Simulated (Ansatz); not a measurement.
CaO in the h-MgO-type structure was relaxed with 5 functionals in the PAW code Ansatz, cell and atoms free, the symmetry of the start kept (meshes: PBE 12×12×6, r2SCAN 6×6×6, PBEsol 6×6×6, LDA 6×6×6, HSE06 6×6×4). Spin-unpolarised throughout. Whether this structure exists isn't addressed.

The r2SCAN result:
```
Ca O
1.0
     3.98103    0.00000    0.00000
    -1.99051    3.44767    0.00000
     0.00000    0.00000    4.77012
Ca O
2 2
Direct
  0.33333 0.66667 0.25000
  0.66667 0.33333 0.75000
  0.66667 0.33333 0.25000
  0.33333 0.66667 0.75000
```

The symmetry is P6_3/mmc (No. 194, hexagonal); conventional cell a = 3.981 Å, c = 4.770 Å, 16.37 Å³ an atom. Ca has 5 O at 2.30–2.39 Å; O has 5 Ca at 2.30–2.39 Å.

**Question.** What lattice does PBEsol give?

**Answer.** a = 3.956 Å, c = 4.743 Å; the volume differs by -1.8 % from r2SCAN's. Ca has 5 O at 2.28–2.37 Å; O has 5 Ca at 2.28–2.37 Å.

**Question.** How does the cell change with HSE06?

**Answer.** a = 3.984 Å, c = 4.771 Å; the volume differs by +0.2 % from r2SCAN's. Ca is surrounded by 5 O at 2.30–2.39 Å; O is surrounded by 5 Ca at 2.30–2.39 Å.

**Question.** Held at the r2SCAN cell, what mean stress do LDA and PBE find, and does its sign point to their own minimum?

**Answer.** Yes. LDA -5.06 GPa, and its relaxed volume is -5.3 % from r2SCAN's; PBE +1.77 GPa, and its relaxed volume is +2.0 % from r2SCAN's. Compression counts positive, so a positive stress asks for a larger cell.
